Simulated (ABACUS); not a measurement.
# Rb (Fm-3m) in ABACUS: reference runs, part 2 of 2

ABACUS 3.10.1. The steps go on from the part before.

## (3) Single point, PBE (cell strained at random at fixed volume)

INPUT reads:

```
INPUT_PARAMETERS
suffix              Rb
calculation         scf
basis_type          pw
pseudo_dir          ./
symmetry            1
dft_functional      pbe
ecutwfc             47
pseudo_rcut         10
nspin               1
nbands              9
ks_solver           dav
smearing_method     fd
smearing_sigma      0.00367493
scf_thr             1e-08
scf_nmax            100
mixing_type         broyden
mixing_beta         0.7
cal_force           1
cal_stress          1
kpar                4
```

STRU reads:

```
ATOMIC_SPECIES
Rb 85.4678 Rb.upf

LATTICE_CONSTANT
1.8897261246

LATTICE_VECTORS
-0.0336890000 3.6804130000 3.6193510000
3.5920670000 -0.0140660000 3.5997280000
3.6034680000 3.6721910000 -0.0254670000

ATOMIC_POSITIONS
Direct

Rb
0.0
1
0.0042250000 0.0048160000 -0.0086020000 1 1 1
```

KPT reads:

```
K_POINTS
0
Gamma
6 6 6 0 0 0
```

Potentials or basis: PseudoDojo NC SR 0.4.1 PBE standard, plane waves.

Started as:

```
$ OMP_NUM_THREADS=1 mpirun -np 4 abacus > log
```

running log:

```text
ABACUS v3.10.1

               Atomic-orbital Based Ab-initio Computation at UStc

 ------------------------------------------------------------------------------------

 READING GENERAL INFORMATION
                           global_out_dir = OUT.Rb/
                           global_in_card = INPUT
                               pseudo_dir = ./
                              orbital_dir =
                                    DSIZE = 4
                                    GSIZE = 1

 READING UNITCELL INFORMATION
                                    ntype = 1
                  lattice constant (Bohr) = 1.88973
              lattice constant (Angstrom) = 1

 READING ATOM TYPE 1
                               atom label = Rb
                      L=0, number of zeta = 1
                      L=1, number of zeta = 1
                      L=2, number of zeta = 1
             number of atom for this type = 1

                        TOTAL ATOM NUMBER = 1
DIRECT COORDINATES
    atom                   x                   y                   z     mag                  vx                  vy                  vz
taud_Rb1            0.0042250000        0.0048160000        0.9913980000  0.0000        0.0000000000        0.0000000000        0.0000000000

                          Volume (Bohr^3) = 650.863
                             Volume (A^3) = 96.4478

 Lattice vectors: (Cartesian coordinate: in unit of a_0)
            -0.033689            +3.68041            +3.61935
             +3.59207           -0.014066            +3.59973
             +3.60347            +3.67219           -0.025467
 Reciprocal vectors: (Cartesian coordinate: in unit of 2 pi/a_0)
            -0.137054           +0.135441           +0.137291
            +0.138776           -0.135217            +0.13879
            +0.137892           +0.136055           -0.137067
 The esolver type has been set to : ksdft_pw

                PAO radial cut off (Bohr) = 10

 Read in pseudopotential file is Rb.upf
                     pseudopotential type = NC
          exchange-correlation functional = PBE
                 nonlocal core correction = 1
[... 199 lines left out ...]
 Notice: Threshold on eigenvalues was too large.
 hsover_error=0.09 > DRHO=0.0013009
 Origin diag ethr = 0.01
 New diag ethr = 1.44545e-05

 Density error is 0.00129122594713
                          Error Threshold = 1.44544881111e-05
----------------------------------------------------------
     Energy           Rydberg                 eV
----------------------------------------------------------
 E_KohnSham     -54.1514097555       -736.7677274074
 E_Harris       -54.3545661537       -739.5318120078
 E_Fermi        0.1288877399         1.7536076655
----------------------------------------------------------
[... 39 lines left out ...]
 Density error is 4.1764652358e-09
                          Error Threshold = 1.31678910155e-09
----------------------------------------------------------
     Energy           Rydberg                 eV
----------------------------------------------------------
 E_KohnSham     -54.1515817589       -736.7700676333
 E_KS(sigma->0) -54.1512763404       -736.7659122015
 E_Harris       -54.1515455292       -736.7695747039
 E_band         -8.8922178930        -120.9848312017
 E_one_elec     -27.7158161074       -377.0930237809
 E_Hartree      14.5817806856        198.3953043111
 E_xc           -14.0219310087       -190.7781586806
 E_Ewald        -26.9950044915       -367.2858786194
 E_entropy(-TS) -0.0006108370        -0.0083108635
 E_descf        0.0000000000         0.0000000000
 E_exx          0.0000000000         0.0000000000
 E_Fermi        0.1238481428         1.6850404294
----------------------------------------------------------

 charge density convergence is achieved
 final etot is -736.77006763 eV
 EFERMI = 1.6850404294 eV

 STATE ENERGY(eV) AND OCCUPATIONS    NSPIN == 1
 1/28 kpoint (Cartesian) = 0.0000 0.0000 0.0000 (3557 pws)
       1       -27.1951     0.00925926
       2       -11.2419     0.00925926
       3       -11.2417     0.00925926
       4       -11.2411     0.00925926
       5      -0.155809     0.00925926
       6        5.23589    1.33124e-33
       7        5.26347    7.66896e-34
       8        5.34999    1.35893e-34
       9        6.49499    1.54133e-44
[... 45 lines left out ...]
 6/28 kpoint (Cartesian) = 0.00028711 3.7371e-05 0.046013 (3553 pws)
       1       -27.1941      0.0185185
       2       -11.2604      0.0185185
       3       -11.2492      0.0185185
       4       -11.2483      0.0185185
       5       0.234077      0.0185185
       6        4.60944    7.35568e-28
       7        5.32189    4.76798e-34
       8        5.37936    1.51048e-34
       9        5.57740    2.87760e-36

[... levels at 22 further k points ...]

------------------------------------------------------------------------------------------
 TOTAL-FORCE (eV/Angstrom)
------------------------------------------------------------------------------------------
                       Rb1         0.0000000000         0.0000000000         0.0000000000
------------------------------------------------------------------------------------------

----------------------------------------------------------------
 TOTAL-STRESS (KBAR)
----------------------------------------------------------------
        -1.1588020945         0.1158723268         0.2186372096
         0.1158723268        -1.2930229486         0.0292669005
         0.2186372096         0.0292669005        -1.1622655687
----------------------------------------------------------------
 TOTAL-PRESSURE: -1.204697 KBAR

 --------------------------------------------
 !FINAL_ETOT_IS -736.7700676332822241 eV
 --------------------------------------------
```

It took 14 s on 4 MPI ranks of Intel Xeon Platinum 8488C (Sapphire Rapids), shared host; peak memory 0.36 GiB.

What came out:

```
Free energy            : -736.7701 eV
Pressure               : -0.1 GPa
Band gap on the k mesh : none (metal or under the smearing width)
```
